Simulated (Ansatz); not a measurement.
PbO, CsCl type was relaxed with 5 functionals in the plane-wave code Ansatz, cell and atoms free, the symmetry of the start kept (meshes: PBE 8×8×8, r2SCAN 8×8×8, PBEsol 8×8×8, LDA 8×8×8, HSE06 6×6×6). (Calculated; spin-unpolarised; the phase may be known or hypothetical.)

The LDA result:
```
Pb O
1.0
     3.12418    0.00000    0.00000
     0.00000    3.12418    0.00000
     0.00000    0.00000    3.12418
Pb O
1 1
Direct
  0.00000 0.00000 0.00000
  0.50000 0.50000 0.50000
```

The symmetry is Pm-3m (No. 221, cubic); a = 3.124 Å in the conventional setting, 15.25 Å³ an atom. Pb has 8 O at 2.71 Å and 6 Pb at 3.12 Å; O has 8 Pb at 2.71 Å.

(1) How does the cell change with PBEsol?

(2) How does the cell change with HSE06?

(3) Held at the r2SCAN cell, what mean stress does PBE find, and does its sign point to its own minimum?

Results:

(1) a = 3.159 Å; the volume differs by +3.4 % from LDA's. Around Pb lie 8 O at 2.74 Å; around O lie 8 Pb at 2.74 Å.

(2) a = 3.171 Å; the volume differs by +4.5 % from LDA's. Around Pb lie 8 O at 2.75 Å; around O lie 8 Pb at 2.75 Å.

(3) Yes. PBE +3.35 GPa, and its relaxed volume is +3.4 % from r2SCAN's. Compression counts positive, so a positive stress asks for a larger cell.
